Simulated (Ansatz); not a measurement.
A relaxed cell of Si₃N₄ is given with its symmetry left out. The cell was found from a structure generator's guess, not taken from experiment.

These are results of DFT PBE, scalar-relativistic, plane waves, PAW in Ansatz 0.2.0, not measurements. Cutoff 420 eV, Γ-centred mesh, Gaussian smearing, no spin polarisation.

```yaml
crystal:
  lattice:
    - [4.13078, 0.00000, 0.00000]
    - [0.00000, 4.13078, 0.00000]
    - [0.00000, 0.00000, 4.13078]
  atoms:
    - { symbol: Si, position: [0.00000, 0.00000, 0.50000] }
    - { symbol: Si, position: [0.50000, 0.00000, 0.00000] }
    - { symbol: Si, position: [0.00000, 0.50000, 0.00000] }
    - { symbol: N, position: [0.23952, 0.23952, 0.76048] }
    - { symbol: N, position: [0.76048, 0.76048, 0.76048] }
    - { symbol: N, position: [0.23952, 0.76048, 0.23952] }
    - { symbol: N, position: [0.76048, 0.23952, 0.23952] }
```

Formation energies are uncorrected and refer to the elements' standard structures at the same level (N₂ as a molecule).

Q: What space group does it have?

A: P-43m (No. 215). Conventional cell: a = 4.131 Å. Si has 4 N at 1.77 Å; N is surrounded by 3 Si at 1.77 Å.

Q: What is its formation energy per atom?

A: −0.817 eV/atom. A negative formation energy is needed for stability but isn't enough: competing phases decide.

Q: Is it a metal?

A: No, the gap on the 6×6×6 mesh is 2.73 eV.

Q: From what recipe could a structure generator have reached it?

A: One such recipe: 3-, 4-connected net, the two elements on its two kinds of vertex (P-43m, No. 215). Other recipes can lead to the same cell.

The last run used a 6×6×6 mesh for its 7-atom cell and Gaussian smearing of 0.02 eV. Kohn–Sham gaps at this level usually fall short of measured ones. Symmetry constrained the relaxation, so the result can be a saddle point.
